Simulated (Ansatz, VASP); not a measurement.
# TiFe in two plane-wave programs, part 2 of 2

Aim: how closely do two programs agree when they are given the same cell, functional and k mesh? The cell is taken from a series of runs on this material, whose earlier steps may have relaxed, scaled, displaced or heated it; both programs get it as it stands.

VASP 6.6.1 and Ansatz 0.2.0.

So far: The structure; VASP: elastic constants, LDA.

## (3) Ansatz: elastic constants, LDA

Level of this step: Ansatz beside VASP: Kohn-Sham DFT, plane waves, LDA (Ansatz).

Ansatz runs on its default PAW (the set named soft_2) files.

The same cell, functional (in two slightly different forms), mesh and smearing now go to Ansatz, which takes its cutoff from its data sets.

Contents of input.yaml:

```yaml
crystal:
  lattice:
    - [2.8854323997, 0.0, 0.0]
    - [0.0, 2.8854323997, 0.0]
    - [0.0, 0.0, 2.8854323997]
  atoms:
    - { symbol: Ti, position: [0.5, 0.5, 0.5] }
    - { symbol: Fe, position: [0.0, 0.0, 0.0] }
kpoints:
  mp_grid: { grid: [26, 26, 26] }
hamiltonian:
  xc: lda
scf:
  occupations: { method: methfessel_paxton, width: 0.25 }
output:
  forces: true
  stress: true
  eigenvalues: true
elastic:
  mode: relaxed_ion
  stencil: two_point
  amplitude: 0.01
```

Run with:

```
ansatz run input.yaml --threads 4 --pin off --max-ram 16384MiB --backend cpu --events-out ev --progress --plain --runs-dir out
```

Numbers of over 12 decimals in the logs are rounded to 6 here.

The log of the run:

```text
Engine: ansatz 0.2.0, aarch64-unknown-linux-gnu
Pseudopotentials: kind: paw
Pseudopotential: Ti, paw, valence charge 12, recommended cutoff 420 eV (normal), Ti.paw.azcp
Pseudopotential: Fe, paw, valence charge 16, recommended cutoff 420 eV (normal), Fe.paw.azcp
Functional definition: SPW92
  exchange = slater_x
  correlation = pw_c
Crystal: 2 atoms, lattice volume = 24.023 Å³
Basis set: ecut = 420 eV, 461 PW (Γ)
Bands: 18, of which v1, the nominal top of the filled ones, is band 14 counted from 1 (13 counted from 0)
Symmetry: 48 space group operations
Space group: Pm-3m (ITA 221), of the structure as read, at distance tolerance 2.9e-5 Å
k-points: 560 of 17576
Non-local potential: Ti, projectors of the file, l = 0: 3, l = 1: 2, l = 2: 3, l = 3: 1
Non-local potential: Fe, projectors of the file, l = 0: 3, l = 1: 2, l = 2: 3, l = 3: 1
PAW form: soft (Blöchl's): semilocal exchange-correlation on the pseudo side does not see the compensation charge
PAW frozen core: Ti, regenerated for the run's functional, and the local potential with it (the file was generated under x = pbe(κ = 0.804, μ = 0.219515), c = pbe(β = 0.066725))
PAW frozen core: Fe, regenerated for the run's functional, and the local potential with it (the file was generated under x = pbe(κ = 0.804, μ = 0.219515), c = pbe(β = 0.066725))
PAW one-centre angular grid: Ti, 590 points (default); XC on 64 Gauss nodes
PAW one-centre angular grid: Fe, 590 points (default); XC on 64 Gauss nodes
Initial density: superposition of atomic densities (neutral atoms: chi_scale 0, normalization atom), corrected by the library's trained network
Initial wavefunctions: pseudopotential atomic-orbital guess
Functional: x = slater, c = lda
SCF iter   1: F=—  HF=-6871.342197 eV  |F-HF|=—  |Δ(HF+E_count)|=         —  Δρ=1.43e-2  dr2=2.69e-2  ethr=1.77e-3  ⟨swp⟩=3.1  Hψ=35759  notcnv=0
preconditioner: auto → none  [metal: Δε(μ)=0.008 eV  Ē_g=3.996 eV  σ=0.250 eV  W_gap=0.03  n_scr=6 (ndim 8)  ℏωp=26.2 eV  f_vac=0.000  D(μ)=0.54/eV (n_scr^D=0)  sad-step TF]
SCF iter   2: F=—  HF=-6871.339772 eV  |F-HF|=—  |Δ(HF+E_count)|=   2.43e-3  S|Δr|=    0.00e0  Δρ=5.18e-3  dr2=2.84e-3  ethr=9.61e-5  ⟨swp⟩=1.0  Hψ=14560  notcnv=0
SCF iter   3: F=—  HF=-6871.339586 eV  |F-HF|=—  |Δ(HF+E_count)|=   1.86e-4  S|Δr|=    0.00e0  Δρ=1.24e-3  dr2=1.46e-4  ethr=1.02e-5  ⟨swp⟩=1.0  Hψ=10080  notcnv=0
SCF iter   4: F=—  HF=-6871.339571 eV  |F-HF|=—  |Δ(HF+E_count)|=   1.47e-5  S|Δr|=    0.00e0  Δρ=2.72e-4  dr2=1.24e-5  ethr=5.22e-7  ⟨swp⟩=2.0  Hψ=17897  notcnv=0
SCF iter   5: F=—  HF=-6871.339572 eV  |F-HF|=—  |Δ(HF+E_count)|=   1.44e-6  S|Δr|=    0.00e0  Δρ=4.21e-5  dr2=2.74e-7  ethr=4.43e-8  ⟨swp⟩=2.6  Hψ=13540  notcnv=0
SCF iter   6: F=—  HF=-6871.339570 eV  |F-HF|=—  |Δ(HF+E_count)|=   2.41e-6  S|Δr|=    0.00e0  Δρ=2.54e-6  dr2=9.89e-10  ethr=9.80e-10  ⟨swp⟩=2.7  Hψ=13392  notcnv=0
SCF iter   7: F=—  HF=-6871.339570 eV  |F-HF|=—  |Δ(HF+E_count)|=  8.91e-11  S|Δr|=    0.00e0  Δρ=2.92e-7  dr2=9.65e-12  ethr=3.53e-12  ⟨swp⟩=2.0  Hψ=17864  notcnv=0
SCF iter   8: F=-6871.339570 eV  HF=-6871.339570 eV  |F-HF|=9.09e-13  |Δ(HF+E_count)|=  5.46e-12  S|Δr|=    0.00e0  Δρ=2.33e-8  dr2=6.71e-14  ethr=1.00e-12  ⟨swp⟩=3.0  Hψ=40663  notcnv=0
SCF 1 converged in 8 iterations: F = -6871.339570 eV  dr2 = 6.71e-14
  greatest PAW one-centre occupation: 1.001 electrons in one spin orbital (limit 2), on the Fe atom at site 1 (counted from 0), in its partial waves of l = 1
Crystal: 2 atoms, lattice volume = 23.783 Å³
Symmetry: 16 space group operations
k-points: 1470 of 17576
Initial density: handed on by an earlier stage of this run
Initial wavefunctions: those handed on with the density
iter 1 solved again at ethr=1.21e-5 eV; its pass at ethr=3.10e-3 eV (dr2=3.38e-3 eV) is discarded
SCF iter   1: F=—  HF=-6871.336440 eV  |F-HF|=—  |Δ(HF+E_count)|=         —  Δρ=3.96e-3  dr2=3.17e-3  ethr=1.21e-5  ⟨swp⟩=1.5  Hψ=145098  notcnv=0
preconditioner: auto → none  [metal: Δε(μ)=0.001 eV  Ē_g=4.031 eV  σ=0.250 eV  W_gap=0.00  n_scr=6 (ndim 8)  ℏωp=26.4 eV  f_vac=0.000  D(μ)=0.56/eV (n_scr^D=0)]
[...]
SCF 2 converged in 8 iterations: F = -6871.336209 eV  dr2 = 3.26e-14
Crystal: 2 atoms, lattice volume = 24.264 Å³
[...]
preconditioner: auto → none  [metal: Δε(μ)=0.004 eV  Ē_g=3.944 eV  σ=0.250 eV  W_gap=0.01  n_scr=6 (ndim 8)  ℏωp=26.1 eV  f_vac=0.000  D(μ)=0.58/eV (n_scr^D=0)]
[...]
SCF 3 converged in 7 iterations: F = -6871.336347 eV  dr2 = 2.29e-14
Symmetry: 8 space group operations
k-points: 2562 of 17576
[...]
preconditioner: auto → none  [metal: Δε(μ)=0.001 eV  Ē_g=3.988 eV  σ=0.250 eV  W_gap=0.00  n_scr=6 (ndim 8)  ℏωp=26.2 eV  f_vac=0.000  D(μ)=0.57/eV (n_scr^D=0)]
[...]
SCF iter   7: F=—  HF=-6871.339009 eV  |F-HF|=—  |Δ(HF+E_count)|=  2.27e-11  S|Δr|=    0.00e0  Δρ=1.04e-7  dr2=4.41e-13  ethr=6.47e-14 (applied; sched 1.00e-12)  ⟨swp⟩=2.7  Hψ=80562  notcnv=0
SCF iter   8: F=-6871.339009 eV  HF=-6871.339009 eV  |F-HF|=0.00e0  |Δ(HF+E_count)|=  9.09e-13  S|Δr|=    0.00e0  Δρ=1.06e-8  dr2=7.18e-15  ethr=1.00e-12  ⟨swp⟩=4.0  Hψ=163744  notcnv=0
SCF 4 converged in 8 iterations: F = -6871.339009 eV  dr2 = 7.18e-15
iter 1 solved again at ethr=4.68e-9 eV; its pass at ethr=3.10e-3 eV (dr2=1.31e-6 eV) is discarded
SCF iter   1: F=—  HF=-6871.338997 eV  |F-HF|=—  |Δ(HF+E_count)|=         —  Δρ=3.44e-4  dr2=1.28e-6  ethr=4.68e-9  ⟨swp⟩=2.2  Hψ=236244  notcnv=0
SCF iter   2: F=—  HF=-6871.339006 eV  |F-HF|=—  |Δ(HF+E_count)|=   8.68e-6  S|Δr|=    0.00e0  Δρ=1.69e-4  dr2=1.88e-7  ethr=4.57e-9  ⟨swp⟩=1.0  Hψ=46116  notcnv=0
SCF iter   3: F=—  HF=-6871.339009 eV  |F-HF|=—  |Δ(HF+E_count)|=   2.84e-6  S|Δr|=    0.00e0  Δρ=3.29e-5  dr2=4.26e-8  ethr=6.70e-10  ⟨swp⟩=2.3  Hψ=62066  notcnv=0
SCF iter   4: F=—  HF=-6871.339009 eV  |F-HF|=—  |Δ(HF+E_count)|=   7.84e-8  S|Δr|=    0.00e0  Δρ=2.73e-6  dr2=7.10e-11  ethr=1.52e-10  ⟨swp⟩=2.1  Hψ=61812  notcnv=0
SCF iter   5: F=—  HF=-6871.339009 eV  |F-HF|=—  |Δ(HF+E_count)|=  6.53e-10  S|Δr|=    0.00e0  Δρ=5.15e-7  dr2=5.74e-12  ethr=2.53e-13 (applied; sched 1.00e-12)  ⟨swp⟩=2.1  Hψ=78605  notcnv=0
SCF iter   6: F=—  HF=-6871.339009 eV  |F-HF|=—  |Δ(HF+E_count)|=  2.00e-11  S|Δr|=    0.00e0  Δρ=3.45e-8  dr2=1.32e-13  ethr=2.05e-14 (applied; sched 1.00e-12)  ⟨swp⟩=2.7  Hψ=66765  notcnv=0
SCF iter   7: F=-6871.339009 eV  HF=-6871.339009 eV  |F-HF|=9.09e-13  |Δ(HF+E_count)|=    0.00e0  S|Δr|=    0.00e0  Δρ=1.06e-8  dr2=1.27e-14  ethr=1.00e-12  ⟨swp⟩=3.4  Hψ=130999  notcnv=0
SCF 5 converged in 7 iterations: F = -6871.339009 eV  dr2 = 1.27e-14
SCF converged after 8 iterations
Stability not checked: this state was not tested for a lower state beside it, because cold or Methfessel-Paxton smearing, or corrected tetrahedra, fill the levels in a way that the test cannot read (fill_not_monotonic; see scf.lower_state_search)
Free energy (F): -6871.339570 eV
Harris-Foulkes:  -6871.339570 eV  (|F-HF|=9.09e-13)
Internal energy: -6871.344284 eV  (E = F + TS)
E sigma→0 (E₀):  -6871.340748 eV
Entropy (-TS):   0.004714 eV (2.357 meV/atom)
Fermi energy:    18.585787 eV
--- Per-component energies (eV) ---
  E_band       = -305.243334
  E_kinetic    = 635.015059
  E_local      = -2807.539587  (includes V_loc(G=0)·N_el)
  E_nonlocal   = 229.017017
  E_hartree    = 1193.014120
  E_xc         = -217.677951
  E_vxc        = -278.314570  (∫ρ·V_xc dr)
  E_paw        = -2303.625243  (= ΣΔE_a)
  E_vpaw       = -469.450478  (= ΣTr[D̂ρ^β])
  E_aug_tail   = 0.000998  (compensation charges beyond the density's cutoff)
  E_ewald      = -3600.276184
  E_core_change = 0.727486  (= ΣΔE_core)
  E_smearing   = 0.004714  (= −TS)
  E_closure    = -0.000000  (closes the sum)
  Σ components = -6871.339570   (vs F -6871.339570, Δ=0.00e0)
--- Forces (eV/Å), atoms counted from 1 ---
  atom   1  Ti     0.00000000     0.00000000    -0.00000000
  atom   2  Fe    -0.00000000    -0.00000000    -0.00000000
  max |Σ_I F_I| component: 6.68e-29 eV/Å
--- Stress (GPa, compression-positive) ---
       -0.000651      -0.000000       0.000000
       -0.000000      -0.000651       0.000000
        0.000000       0.000000      -0.000651
  P = ⅓ Tr σ = -0.0007 GPa (-0.007 kbar)
--- Band table (eV; the first three rows and the last of 560) ---
  k-point 0: bands = [... 10 lower, 14.4245, 17.5024, 17.5024, 17.5024, 19.9359, 19.9359, 22.0828, 22.0828]
  k-point 1: bands = [... 10 lower, 14.4434, 17.5000, 17.5000, 17.5099, 19.9150, 19.9443, 22.0304, 22.0304]
  k-point 2: bands = [... 10 lower, 14.4989, 17.4931, 17.4931, 17.5324, 19.8525, 19.9686, 21.8817, 21.8817]
  k-point 559: bands = [... 10 lower, 16.3556, 16.5046, 16.5046, 16.5046, 18.6505, 18.6505, 22.3867, 22.3867]
--- Elastic constants: 2 strain directions × 2 members + reference (group order 48) ---
  dense FFT box of the reference and of every strained cell: 20×20×20
  strains applied: 11, 23; error gains: componentwise 1.00 (the most a stress slope's error grows in a printed constant), spectral 1.73 (1 for all six strains in a standard setting)
  C = ∂σ_k/∂η_j (tension-positive GPa; Voigt order 11 22 33 23 13 12):
       439.111    119.699    119.699     -0.000     -0.000     -0.000
       119.699    439.111    119.699     -0.000     -0.000     -0.000
       119.699    119.699    439.111     -0.000     -0.000     -0.000
        -0.000     -0.000     -0.000     74.867      0.000      0.000
         0.000      0.000     -0.000      0.000     74.867     -0.000
        -0.000     -0.000      0.000      0.000      0.000     74.867
  reference stress σ⁰ (GPa):      0.001      0.001      0.001     -0.000     -0.000      0.000
  C* (energy form; C + prestress term) asymmetry max|C*_kj − C*_jk| = 7.105e-14 GPa — a small one proves nothing (zero by symmetry where the batch's group is 432, −43m or m−3m); a large one is finite-difference/SCF noise where every solve meets its electron count
  moduli (Voigt/Reuss/Hill, GPa): K = 226.17/226.17/226.17   G = 108.80/95.07/101.93   E = 265.86   ν = 0.304
  mechanically stable: yes (min eigenvalue of sym C = 74.87 GPa)
  strain η (Voigt 11):  stress-route row diagonal C_11 = 439.11 GPa, energy-path curvature d²(F+E_count+ΔE)/dδ²/Ω₀ = 439.25 GPa
         δ    σ_11 (GPa)             F (eV)   n_scf  n_hpsi   n_pw
    -1.000e-2      -4.5322       -6871.3362094       8  462873    480   relax 0 steps, max|allowed force component| 1.71e-28 eV/Å
     1.000e-2       4.2500       -6871.3363473       7  421209    489   relax 0 steps, max|allowed force component| 1.97e-31 eV/Å
  strain η (Voigt 23):  stress-route row diagonal C_44 = 74.87 GPa, energy-path curvature d²(F+E_count+ΔE)/dδ²/Ω₀ = 74.95 GPa
         δ    σ_23 (GPa)             F (eV)   n_scf  n_hpsi   n_pw
    -1.000e-2      -0.7487       -6871.3390089       8  896185    484   relax 0 steps, max|allowed force component| 5.92e-30 eV/Å
     1.000e-2       0.7487       -6871.3390089       7  723711    484   relax 0 steps, max|allowed force component| 6.71e-30 eV/Å
```

In the SCF lines HF is the Harris–Foulkes energy and dr2 the Hartree energy of the density residual, in eV; the loop may stop once dr2 is under the threshold and the program's other checks hold. Hψ counts applications of the Hamiltonian.

## (4) Comparison

Known differences besides the potentials themselves: the two LDA forms differ slightly; the data sets hold 28 valence electrons in Ansatz (on its default PAW (the set named soft_2) files) and 20 in VASP; the cutoff is 420 eV in Ansatz and 600 eV in VASP; VASP's log shows a relativistic correction to its local exchange, Ansatz's none; VASP takes each elastic constant from one size of strain, Ansatz from those that its log lists. Total energies have different zeros and are not compared.

Compared:

| quantity | Ansatz | VASP | difference |
| --- | --- | --- | --- |
| C11 (GPa) | 439.1 | 435.8 | +0.75 % |
| C22 (GPa) | 439.1 | 435.8 | +0.75 % |
| C33 (GPa) | 439.1 | 435.8 | +0.75 % |
| C12 (GPa) | 119.7 | 119.3 | +0.31 % |
| C13 (GPa) | 119.7 | 119.3 | +0.31 % |
| C23 (GPa) | 119.7 | 119.3 | +0.31 % |
| C44 (GPa) | 74.9 | 73.1 | +2.43 % |
| C55 (GPa) | 74.9 | 73.1 | +2.43 % |
| C66 (GPa) | 74.9 | 73.1 | +2.43 % |

## (5) Results

* difference in C44 (elastic constants, LDA): 2.4 %

In words: The difference in C44 is 2.4 % (elastic constants, LDA), within the 5 % picked in this series as the mark of a large difference. The data sets hold unlike numbers of valence electrons (28 in Ansatz and 20 in VASP), so part of the differences comes from the potentials. Such differences can come from data sets, numerical settings and the points named under the comparisons, not from the functional's error against experiment.

[Lines on the potential files, build, host, timing and source positions are cut from VASP's logs without a mark.]

[Logs are printed without paths, hosts, clocks, repeated set-up lines and the standing remarks that a program may print on its own settings, such as how far it seeks lower states.]

[Hosts, paths, dates, database ids (printed as entryN), source tags and the programs' standing remarks are cut or masked in the printed files.]
